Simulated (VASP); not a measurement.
# InP (F-43m) in VASP: further runs, part 2 of 2

VASP 6.6.1. The steps go on from the part before.

## (3) Band structure, PBE

Contents of POSCAR:

```
InP                                     
1.0
   -0.0000000000      2.9522776886      2.9522776886
    2.9522776886      0.0000000000      2.9522776886
    2.9522776886      2.9522776886      0.0000000000
  In              P             
     1     1
Direct
     0.0000000000000000    0.0000000000000000    0.0000000000000000
     0.7500000000000000    0.7500000000000000    0.7500000000000000
```

Contents of INCAR.step1:

```
SYSTEM = InP
PREC = Accurate ; ENCUT = 300
EDIFF = 1E-6 ; ISMEAR = 0
SIGMA = 0.02 ; LREAL = .False.
LASPH = .True. ; NELM = 120
ALGO = Normal ; ISIF = 2
LWAVE = .False. ; LCHARG = .True.
GGA = PE ; KPAR = 2
```

Contents of KPOINTS.step1:

```
regular mesh
0
Gamma
  10 10 10
  0 0 0
```

Contents of INCAR.step2:

```
SYSTEM = InP
PREC = Accurate ; ENCUT = 300
EDIFF = 1E-6 ; ISMEAR = 0
SIGMA = 0.05 ; LREAL = .False.
LASPH = .True. ; NELM = 120
ALGO = Normal ; ISIF = 2
LWAVE = .False. ; LCHARG = .False.
GGA = PE ; KPAR = 2
ICHARG = 11
```

Contents of KPOINTS.step2:

```
path GXWKGLUWLK,UX
15
line-mode
reciprocal
 0.0000000000  0.0000000000  0.0000000000  G
 0.5000000000  0.0000000000  0.5000000000  X

 0.5000000000  0.0000000000  0.5000000000  X
 0.5000000000  0.2500000000  0.7500000000  W

 0.5000000000  0.2500000000  0.7500000000  W
 0.3750000000  0.3750000000  0.7500000000  K

 0.3750000000  0.3750000000  0.7500000000  K
 0.0000000000  0.0000000000  0.0000000000  G

 0.0000000000  0.0000000000  0.0000000000  G
 0.5000000000  0.5000000000  0.5000000000  L

 0.5000000000  0.5000000000  0.5000000000  L
 0.6250000000  0.2500000000  0.6250000000  U

 0.6250000000  0.2500000000  0.6250000000  U
 0.5000000000  0.2500000000  0.7500000000  W

 0.5000000000  0.2500000000  0.7500000000  W
 0.5000000000  0.5000000000  0.5000000000  L

 0.5000000000  0.5000000000  0.5000000000  L
 0.3750000000  0.3750000000  0.7500000000  K

 0.6250000000  0.2500000000  0.6250000000  U
 0.5000000000  0.0000000000  0.5000000000  X
```

Potentials or basis: VASP PAW PBE potentials, release 64 (In_d, P).

On the command line:

```
$ cat potpaw_PBE.64/In_d/POTCAR potpaw_PBE.64/P/POTCAR > POTCAR
$ cp INCAR.step1 INCAR
$ cp KPOINTS.step1 KPOINTS
$ mpirun -np 2 vasp_std > vasp.out
$ cp INCAR.step2 INCAR
$ cp KPOINTS.step2 KPOINTS
$ mpirun -np 2 vasp_std > vasp.out
```

OUTCAR:

```text
SYSTEM = InP
   PREC = Accurate
   ENCUT = 300
   EDIFF = 1E-6
   ISMEAR = 0
   LREAL = .False.
   LASPH = .True.
   NELM = 120
   ISIF = 2
   GGA = PE
   ICHARG = 11

 ion  position               nearest neighbor table
   1  0.000  0.000  0.000-   2 2.56   2 2.56   2 2.56   2 2.56
   2  0.750  0.750  0.750-   1 2.56   1 2.56   1 2.56   1 2.56

  LATTYP: Found a face centered cubic cell.
 ALAT       =     5.9045553772

  Lattice vectors:

 A1 = (   0.0000000000,   2.9522776886,   2.9522776886)
 A2 = (   2.9522776886,   0.0000000000,   2.9522776886)
 A3 = (   2.9522776886,   2.9522776886,   0.0000000000)

Analysis of symmetry for initial positions (statically):
=====================================================================
 Subroutine PRICEL returns:
 Original cell was already a primitive cell.

 Routine SETGRP: Setting up the symmetry group for a
 face centered cubic supercell.

 Subroutine GETGRP returns: Found 24 space group operations
 (whereof 24 operations were pure point group operations)
 out of a pool of 48 trial point group operations.

The static configuration has the point symmetry T_d .

Analysis of symmetry for dynamics (positions and initial velocities):
=====================================================================
 Subroutine PRICEL returns:
 Original cell was already a primitive cell.

 Routine SETGRP: Setting up the symmetry group for a
 face centered cubic supercell.

 Subroutine GETGRP returns: Found 24 space group operations
 (whereof 24 operations were pure point group operations)
 out of a pool of 48 trial point group operations.

The dynamic configuration has the point symmetry T_d .

 Subroutine INISYM returns: Found 24 space group operations
 (whereof 24 operations are pure point group operations),
 and found     1 'primitive' translations

----------------------------------------------------------------------------------------

                                     Primitive cell

  volume of cell :      51.4638

  direct lattice vectors                    reciprocal lattice vectors
     0.000000000  2.952277689  2.952277689    -0.169360762  0.169360762  0.169360762
     2.952277689  0.000000000  2.952277689     0.169360762 -0.169360762  0.169360762
     2.952277689  2.952277689  0.000000000     0.169360762  0.169360762 -0.169360762

  length of vectors
     4.175151147  4.175151147  4.175151147     0.293341445  0.293341445  0.293341445

  position of ions in fractional coordinates (direct lattice)
     0.000000000  0.000000000  0.000000000
     0.750000000  0.750000000  0.750000000

  ion indices of the primitive-cell ions
   primitive index   ion index
                 1           1
                 2           2

----------------------------------------------------------------------------------------

 KPOINTS: path GXWKGLUWLK,UX

Interpolating k-points between supplied coordinates.

 Line segments in fractional coordinates (reciprocal lattice):
    0.000000  0.000000  0.000000  ...  0.500000  0.000000  0.500000
    0.500000  0.000000  0.500000  ...  0.500000  0.250000  0.750000
    0.500000  0.250000  0.750000  ...  0.375000  0.375000  0.750000
    0.375000  0.375000  0.750000  ...  0.000000  0.000000  0.000000
[... 37 lines left out ...]
   number of dos      NEDOS =    301   number of ions     NIONS =      2
   total plane-waves  NPLWV =  13824
   dimension x,y,z NGX =    24 NGY =   24 NGZ =   24
   dimension x,y,z NGXF=    48 NGYF=   48 NGZF=   48
   ions per type =               1   1
   NGX,Y,Z   is equivalent  to a cutoff of   9.56,  9.56,  9.56 a.u.
   NGXF,Y,Z  is equivalent  to a cutoff of  19.11, 19.11, 19.11 a.u.
 SYSTEM =  InP
   PREC   = accura    normal or accurate (medium, high low for compatibility)
   ISTART =      0    job   : 0-new  1-cont  2-samecut
   ICHARG =     11    charge: 1-file 2-atom 10-const
   ISPIN  =      1    spin polarized calculation?
   LNONCOLLINEAR =      F non collinear calculations
   LSORBIT =      F    spin-orbit coupling
   LASPH  =      T    aspherical Exc in radial PAW
   ENCUT  =  300.0 eV  22.05 Ry    4.70 a.u.   5.90  5.90  5.90*2*pi/ulx,y,z
   NELM   =    120;   NELMIN=  2; NELMDL=  0     # of ELM steps
   EDIFF  = 0.1E-05   stopping-criterion for ELM
   LREAL  =      F    real-space projection
   EDIFFG = 0.1E-04   stopping-criterion for IOM
   NSW    =      0    number of steps for IOM
   IBRION =     -1    ionic relax: 0-MD 1-quasi-New 2-CG
   NFREE  =      0    steps in history (QN), initial steepest desc. (CG)
   ISIF   =      2    stress and relaxation
   ISYM   =      2    0-nonsym 1-usesym 2-fastsym
   POTIM  = 0.5000    time-step for ionic-motion
   TEBEG  =    0.0;   TEEND  =   0.0 temperature during run
   PSTRESS=    0.0 pullay stress
   NELECT =      18.0000    total number of electrons
   NUPDOWN=      -1.0000    fix difference up-down
   EMIN   =  10.00;   EMAX   =-10.00  energy-range for DOS
   EFERMI =   0.00;   METHOD = LEGACY
   ISMEAR =     0;   SIGMA  =   0.05  broadening in eV -4-tet -1-fermi 0-gaus
   EFERMI_NEDOS =   21; number of points for ismear=-14 and -15
   IALGO  =     38    algorithm
   IMIX   =      4    mixing-type and parameters
     AMIX     =   0.40;   BMIX     =  1.00
     AMIX_MAG =   1.60;   BMIX_MAG =  1.00
  volume/ion in A,a.u.               =      25.73       173.65
  Fermi-wavevector in a.u.,A,eV,Ry     =   1.153449  2.179703 18.101803  1.330445
  Thomas-Fermi vector in A             =   2.290093
   LORBIT       =      0    0 simple, 1 ext, 2 COOP (PROOUT), +10 PAW based schemes
   GGA     = PE    functional components
   LHFCALC =     F    Hartree Fock is set to
   AEXX    =    0.0000 exact exchange contribution
   IVDW    =     0    specifies the selected vdW correction
   LEPSILON=     F    determine dielectric tensor
   LRPA    =     F    only Hartree local field effects (RPA)
 non-spin polarized calculation
 Gauss-broadening in eV      SIGMA  =   0.05
  energy-cutoff  :      300.00
  volume of cell :       51.46
 maximum number of plane-waves:       620
 NGX is ok and might be reduce to    24

 number of electron      18.0000024 magnetization

 Free energy of the ion-electron system (eV)
  ---------------------------------------------------
  ext. energy  EPLUGINS =         0.00000000
  ---------------------------------------------------
  free energy    TOTEN  =        -8.60098454 eV

  energy without entropy =       -8.60098454  energy(sigma->0) =       -8.60098454

 E-fermi :   5.2361     XC(G=0):  -9.1853

 val. band max:        4.9490195641   @ k =   0.0000   0.0000   0.0000
 cond. band min:       5.5375044005   @ k =   0.0000   0.0000   0.0000
 fundamental gap:      0.5884848365
 Fermi energy:         5.2360819124

 k-point     1 :       0.0000    0.0000    0.0000
  band No.  band energies     occupation
      1      -9.1728      2.00000
      2      -9.1728      2.00000
      3      -9.1728      2.00000
      4      -9.0293      2.00000
      5      -9.0293      2.00000
      6      -6.4204      2.00000
      7       4.9490      2.00000
      8       4.9490      2.00000
      9       4.9490      2.00000
     10       5.5375      0.00000
     11       9.0430      0.00000
     12       9.0430      0.00000
     13       9.0431      0.00000
[... 354 lines left out ...]
  band No.  band energies     occupation
      1      -9.3281      2.00000
      2      -9.0997      2.00000
      3      -9.0822      2.00000
      4      -9.0593      2.00000
      5      -9.0062      2.00000
      6      -4.0940      2.00000
      7      -0.6219      2.00000
      8       2.3124      2.00000
      9       2.3332      2.00000
     10       7.8973      0.00000
     11       8.2382      0.00000
     12      12.1641      0.00000
     13      12.3480      0.00000

 [... further k-points ...]

------------------------ aborting loop because EDIFF is reached ----------------------------------------

  FORCE on cell =-STRESS in cart. coord.  units (eV):
  Direction    XX          YY          ZZ          XY          YZ          ZX
  --------------------------------------------------------------------------------------
  -------------------------------------------------------------------------------------
  Total       -0.3610694     -0.3610694     -0.3610694      0.0000000      0.0000000     -0.0000000
  in kB      -11.2408643    -11.2408643    -11.2408643      0.0000000      0.0000000     -0.0000000
  external PRESSURE =     -11.2408643 kB  Pullay stress =       0.0000000 kB

 VOLUME and BASIS-vectors are now :
 -----------------------------------------------------------------------------
  energy-cutoff  :      300.00
  volume of cell :       51.46
      direct lattice vectors                 reciprocal lattice vectors
     0.000000000  2.952277689  2.952277689    -0.169360762  0.169360762  0.169360762
     2.952277689  0.000000000  2.952277689     0.169360762 -0.169360762  0.169360762
     2.952277689  2.952277689  0.000000000     0.169360762  0.169360762 -0.169360762

 POSITION                                       TOTAL-FORCE (eV/Angst)
 -----------------------------------------------------------------------------------
      0.00000      0.00000      0.00000         0.000000      0.000000      0.000000
      4.42842      4.42842      4.42842        -0.000000     -0.000000     -0.000000
 -----------------------------------------------------------------------------------
    total drift:                               -0.000001     -0.000001     -0.000001

  FREE ENERGIE OF THE ION-ELECTRON SYSTEM (eV)
  ---------------------------------------------------
  free  energy   TOTEN  =        -8.6009845413 eV

  energy  without entropy=       -8.6009845413  energy(sigma->0) =       -8.60098454
```

Run time: 22 s. Hardware: 2 MPI ranks of Intel Xeon Platinum 8488C (Sapphire Rapids), shared host; peak memory 0.15 GiB.

Results:

| Item | Value |
| --- | --- |
| Band gap on the k mesh | 0.59 eV, direct |
| Band gap along the path | 0.59 eV, direct |

Levels at the corners of the path, in eV from the valence-band top:
```csv
point,band 7,band 8,band 9,band 10,band 11,band 12
Γ,0.00,0.00,0.00,0.59,4.09,4.09
X,-5.66,-2.25,-2.25,1.80,2.27,9.10
X,-5.66,-2.25,-2.25,1.80,2.27,9.08
W,-5.51,-2.86,-2.81,4.29,4.29,5.52
W,-5.51,-2.86,-2.81,4.29,4.29,5.52
K,-5.52,-3.20,-1.88,2.37,4.35,7.46
K,-5.52,-3.20,-1.88,2.37,4.35,7.46
Γ,0.00,0.00,0.00,0.59,4.09,4.09
Γ,0.00,0.00,0.00,0.59,4.09,4.09
L,-5.61,-0.94,-0.94,1.45,4.81,4.81
L,-5.61,-0.94,-0.94,1.45,4.81,4.81
U,-5.52,-3.20,-1.88,2.37,4.35,7.46
U,-5.52,-3.20,-1.88,2.37,4.35,7.46
W,-5.51,-2.86,-2.81,4.29,4.29,5.52
W,-5.51,-2.86,-2.81,4.29,4.29,5.52
L,-5.61,-0.94,-0.94,1.45,4.81,4.81
L,-5.61,-0.94,-0.94,1.45,4.81,4.81
K,-5.52,-3.20,-1.88,2.37,4.35,7.46
U,-5.52,-3.20,-1.88,2.37,4.35,7.46
X,-5.66,-2.25,-2.25,1.80,2.27,9.09
```

Caveat: the cutoff is under 1.25 times the usual one of these potentials, so pressure, stress and relaxed cells hold a basis-set (Pulay) error; the log is that of the step along the path at fixed density, whose energy, stress, charges and moments have no meaning; spin-orbit coupling is left out, which moves the levels of the heavy elements.

## (4) Band structure, PBE

POSCAR is that of step 3.

INCAR.step1, as its differences from that of step 3:

```diff
@@ -1,3 +1,3 @@
 SYSTEM = InP
-PREC = Accurate ; ENCUT = 300
+PREC = Accurate ; ENCUT = 600
 EDIFF = 1E-6 ; ISMEAR = 0
```

KPOINTS.step1 is that of step 3.

INCAR.step2, as its differences from that of step 3:

```diff
@@ -1,3 +1,3 @@
 SYSTEM = InP
-PREC = Accurate ; ENCUT = 300
+PREC = Accurate ; ENCUT = 600
 EDIFF = 1E-6 ; ISMEAR = 0
```

KPOINTS.step2 is that of step 3.

On the command line:

```
$ cat potpaw_PBE.64/In_d/POTCAR potpaw_PBE.64/P/POTCAR > POTCAR
$ cp INCAR.step1 INCAR
$ cp KPOINTS.step1 KPOINTS
$ mpirun -np 2 vasp_std > vasp.out
$ cp INCAR.step2 INCAR
$ cp KPOINTS.step2 KPOINTS
$ mpirun -np 2 vasp_std > vasp.out
```

Run time: 54 s. Hardware: 2 MPI ranks of Intel Xeon Platinum 8488C (Sapphire Rapids), shared host; peak memory 0.28 GiB.

The run converged. Its results:

```
Band gap on the k mesh  : 0.59 eV, direct
Band gap along the path : 0.59 eV, direct
```

Levels at the corners of the path, in eV from the valence-band top:
```csv
point,band 6,band 7,band 8,band 9,band 10,band 11,band 12,band 13
Γ,-11.37,0.00,0.00,0.00,0.59,4.09,4.09,4.09
X,-9.09,-5.65,-2.25,-2.25,1.80,2.27,9.08,9.45
X,-9.09,-5.65,-2.25,-2.25,1.80,2.27,9.09,9.45
W,-9.02,-5.51,-2.86,-2.81,4.29,4.29,5.52,6.21
W,-9.02,-5.51,-2.86,-2.81,4.29,4.29,5.52,6.21
K,-9.10,-5.51,-3.20,-1.87,2.37,4.35,7.45,7.49
K,-9.10,-5.51,-3.20,-1.87,2.37,4.35,7.45,7.49
Γ,-11.37,0.00,0.00,0.00,0.59,4.09,4.09,4.09
Γ,-11.37,0.00,0.00,0.00,0.59,4.09,4.09,4.09
L,-9.72,-5.61,-0.94,-0.94,1.45,4.81,4.81,7.06
L,-9.72,-5.61,-0.94,-0.94,1.45,4.81,4.81,7.06
U,-9.10,-5.51,-3.20,-1.87,2.37,4.35,7.45,7.49
U,-9.10,-5.51,-3.20,-1.87,2.37,4.35,7.45,7.49
W,-9.02,-5.51,-2.86,-2.81,4.29,4.29,5.52,6.21
W,-9.02,-5.51,-2.86,-2.81,4.29,4.29,5.52,6.21
L,-9.72,-5.61,-0.94,-0.94,1.45,4.81,4.81,7.06
L,-9.72,-5.61,-0.94,-0.94,1.45,4.81,4.81,7.06
K,-9.10,-5.51,-3.20,-1.87,2.37,4.35,7.45,7.49
U,-9.10,-5.51,-3.20,-1.87,2.37,4.35,7.45,7.49
X,-9.09,-5.65,-2.25,-2.25,1.80,2.27,9.08,9.45
```

Caveat: the log is that of the step along the path at fixed density, whose energy, stress, charges and moments have no meaning; spin-orbit coupling is left out, which moves the levels of the heavy elements.

## (5) Summary

```csv
level,cutoff (eV),gap on the mesh (eV)
r2SCAN,450,1.04
PBE,300,0.59
PBE,600,0.59
```

Alike in all rows: task band structure; potentials or basis VASP PAW PBE potentials, release 64 (In_d, P); no spin polarisation; cell as given; k mesh 10 × 10 × 10; smearing gaussian 0.02 eV.

On the cell as given the gap runs from 0.59 eV (PBE) to 1.04 eV (r2SCAN).

Caveats: spin-orbit coupling is left out, which moves the levels of the heavy elements; the PAW data sets were made with another functional, which shifts forces and pressure a little (some runs); the cutoff is under 1.25 times the usual one of these potentials, so pressure, stress and relaxed cells hold a basis-set (Pulay) error (some runs).

Absolute energies hang on the potentials; compare differences alone.

## (6) Against experiment

Step 2. A measured gap of InP is 1.4236 eV (direct; 1.6 K; a printed reference work, data compilation); the calculated 1.04 eV misses it by -0.38 eV. Spin-orbit coupling on In is left out. The value is that of r2SCAN, without temperature or zero-point motion. The cell is a database's relaxed one, not the measured one, which moves gaps too.

Step 3. Measured gap of InP: 1.4236 eV (direct; 1.6 K; a printed reference work, data compilation). This calculation gives 0.59 eV (-0.84 eV). Spin-orbit coupling on In is left out. The value is that of PBE, without temperature or zero-point motion. Semilocal functionals fall short of measured gaps as a rule. The cell is a database's relaxed one, not the measured one, which moves gaps too.

Step 4. Against the measured gap of InP, 1.4236 eV (direct; 1.6 K; a printed reference work, data compilation), the calculated 0.59 eV is off by -0.83 eV. Spin-orbit coupling on In is left out. The value is that of PBE, without temperature or zero-point motion. Semilocal functionals fall short of measured gaps as a rule. The cell is a database's relaxed one, not the measured one, which moves gaps too.
